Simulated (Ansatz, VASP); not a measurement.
## Two plane-wave programs on SiO2

```
Si O
1.0
     5.09098    0.00000    0.00000
    -2.54549    4.40891    0.00000
     0.00000    0.00000    5.57633
Si O
3 6
Cartesian
  -1.2727 2.2045 1.8588
  1.2727 2.2045 3.7176
  2.5455 0.0000 0.0000
  0.9612 3.4942 4.6469
  2.5455 2.5796 2.7882
  3.5067 0.9147 0.9294
  1.5843 0.9147 4.6469
  0.0000 1.8293 2.7882
  -0.9612 3.4942 0.9294
```

Alike in both runs: functional PBE; k mesh 6 × 6 × 4; occupations gaussian, width 0.02 eV; no spin polarisation.

Ansatz relaxed the structure, and its values are those at the end. VASP's run is a single point on that final structure, the one shown.

|  | VASP | Ansatz |
| --- | --- | --- |
| version | VASP 6.6.1 | Ansatz 0.2.0 |
| potentials or method | VASP PAW PBE potentials, release 64 (Si, O) | scalar-relativistic, plane waves, PAW |
| plane-wave cutoff (eV) | 520 | 420 |
| valence electrons in the cell | 48 | 48 |

```tsv
	VASP	Ansatz	Ansatz less VASP
gap on the k mesh at the Fermi level (eV)	5.59	5.59	+0.002
least direct gap on the mesh (eV)	5.76	5.76	-0.001
pressure (GPa)	1.1	1.0	-0.09
rms of the force components (eV/Å)	0.004	0.002	-0.0026
```

A k mesh can miss the band edges. A hybrid or GW would open this gap; PBE tends to underestimate it.
